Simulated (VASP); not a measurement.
# MoS2: relaxation of the atoms with rev-vdW-DF2

The system is MoS2.

```xyz
6
Lattice="3.1690 0.0000 0.0000 -1.5845 2.7444 0.0000 0.0000 0.0000 11.9173" Properties=species:S:1:pos:R:3 pbc="T T T"
Mo    0.0000    1.8296    2.9793
Mo    1.5845    0.9148    8.9380
S     0.0000    1.8296    7.3728
S     1.5845    0.9148    1.4142
S     0.0000    1.8296   10.5031
S     1.5845    0.9148    4.5445
```

```
Program                : VASP 6.6.1
Task                   : relaxation of the atoms
Functional             : rev-vdW-DF2
Potentials or basis    : VASP PAW PBE potentials, release 64 (Mo_sv, S)
Cutoff                 : 520 eV
k mesh                 : 12 × 12 × 3
Occupations            : gaussian, width 0.05 eV
Spin                   : no spin polarisation
Further INCAR settings : ALGO = Fast; EDIFF = 1e-06; IBRION = 2; EDIFFG = -0.005; NSW = 60
```

* Energy gained by relaxing: 0.0 meV/atom
* Ionic steps: 2
* Pressure after relaxing: 1.1 GPa
* Band gap on the k mesh: 0.68 eV, indirect (least direct gap 1.63 eV)

Stress tensor (GPa, compression positive):
```
0.38 0.00 0.00
0.00 0.38 0.00
0.00 0.00 2.41
```

Step by step:
```
step  energy change (eV)  largest force (eV/Å)  pressure (GPa)
   1              0.0000                0.0471            0.84
   2             -0.0002                0.0014            1.06
```

Final structure:
```
Mo S
1.0
     3.16900    0.00000    0.00000
    -1.58450    2.74443    0.00000
     0.00000    0.00000   11.91731
Mo S
2 4
Direct
  0.33333 0.66667 0.25000
  0.66667 0.33333 0.75000
  0.33333 0.66667 0.61886
  0.66667 0.33333 0.11886
  0.33333 0.66667 0.88114
  0.66667 0.33333 0.38114
```

Levels at points of the mesh, in eV from the valence-band top:
```
           k point  band 24  band 25  band 26  band 27  band 28  band 29
(0.00, 0.00, 0.00)    -1.32    -1.00     0.00     1.95     1.95     1.99
(0.50, 0.00, 0.00)    -1.63    -1.58    -1.39     1.43     1.50     1.81
```

It took 3 min on 2 MPI ranks on Intel(R) Xeon(R) Platinum 8488C (Sapphire Rapids), on a shared host, peak memory 0.55 GiB a rank.

The gap isn't set beside the measured one, since this odd mesh misses points on the zone boundary.

Caveat: the PAW data sets were made with another functional, which shifts forces and pressure a little; an odd mesh through Γ misses points on the zone boundary, where band edges often lie.
